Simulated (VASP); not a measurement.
A run of VASP 6.6.1:

Contents of POSCAR:

```
Y
1.0
    0.0000000000      2.5348630883      2.5348630883
    2.5348630883      0.0000000000      2.5348630883
    2.5348630883      2.5348630883      0.0000000000
Y
1
Direct
    0.0000000000      0.0000000000      0.0000000000
```

The input INCAR.step1:

```
PREC     = Accurate       # precision mode
ENCUT    = 520            # plane-wave cutoff, eV
ISMEAR   = -1             # smearing method
SIGMA    = 0.03           # smearing width, eV
LREAL    = F              # projectors in reciprocal space
LASPH    = T              # aspherical terms in the spheres
NELM     = 100            # most SCF steps
NBANDS   = 12             # bands
GGA      = PE             # functional
ALGO     = Normal         # electronic algorithm
EDIFF    = 1E-4           # SCF threshold, eV
LWAVE    = T              # write WAVECAR
LCHARG   = F              # write CHGCAR
```

Contents of INCAR.step2:

```
PREC     = Accurate       # precision mode
ENCUT    = 520            # plane-wave cutoff, eV
EDIFF    = 1E-6           # SCF threshold, eV
ISMEAR   = -1             # smearing method
SIGMA    = 0.03           # smearing width, eV
LREAL    = F              # projectors in reciprocal space
LASPH    = T              # aspherical terms in the spheres
NELM     = 100            # most SCF steps
ALGO     = Normal         # electronic algorithm
ISIF     = 2              # what is computed and relaxed
LWAVE    = F              # write WAVECAR
LCHARG   = T              # write CHGCAR
METAGGA  = R2SCAN         # meta-GGA
LMIXTAU  = T            
LELF     = T              # ELF
LVHAR    = T            
NBANDS   = 12             # bands
ISTART   = 1
```

Contents of KPOINTS:

```
regular mesh
0
Gamma
  12 12 12
```

Potentials or basis: VASP PAW PBE potentials, release 64 (Y_sv).

The run is started by

```console
$ cat potpaw_PBE.64/Y_sv/POTCAR > POTCAR
$ cp INCAR.step1 INCAR
$ mpirun -np 1 vasp_std > vasp.out
$ cp INCAR.step2 INCAR
$ mpirun -np 1 vasp_std > vasp.out
```

Hardware: 1 thread of Intel(R) Xeon(R) 6975P-C (Granite Rapids), on a shared host.

How long does it take, and how much memory?

Run time: 74 s on 1 thread of Intel(R) Xeon(R) 6975P-C (Granite Rapids), with other jobs on the host, peak memory 0.19 GiB. Counts: scf iterations 10, k points 72.
